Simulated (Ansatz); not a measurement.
## Ni$_{2}$Ge: enthalpy against pressure

Ni$_{2}$Ge, P6_3/mmc, a = 3.978 Å, c = 5.037 Å. The structure is a Materials Project entry; whether it is the stable form wasn't checked. Ansatz: r2SCAN, PAW, 500 eV, Γ-centred 12×12×8 mesh on 6 atoms, Gaussian smearing 0.10 eV; no spin polarisation. Cell and atoms are relaxed at each pressure, and no other structure is tried, so the rows at high pressure may lie past a change of phase. y is the enthalpy over the state at zero pressure; there V0 = 11.507 Å³/atom. The pressures are the targets, met within 0.04 GPa.

| P (GPa) | y (eV/atom) |
| --- | --- |
| -3.0 | ? |
| 0.0 | 0.0000 |
| 3.0 | 0.2138 |
| 8.0 | 0.5636 |
| 15.0 | 1.0409 |
| 30.0 | 2.0240 |

Problem. Fit y = c1 P + c2 P² + c3 P³ to the other rows, say what c1 and c2 mean, and predict the missing value.

Solution. Least squares on the rows shown. y = 0.071781 P − 0.00017452 P² + 1.0238×10⁻⁶ P³. Since dH/dP = V, c1 is V0: 0.071781 eV/GPa × 160.2 = 11.499 Å³ against 11.507; c2 = −V0/(2B0) gives B0 = 206 GPa, where a Birch–Murnaghan fit to the volumes of the same runs (not shown) gives 195 GPa: a cubic over this range folds the higher terms into c2. At P = -3.0 the fit asked for gives -0.2169 eV/atom. The run gave -0.2171 eV/atom, so the fit is 0.0002 eV/atom too high, a small miss on the scale of the series.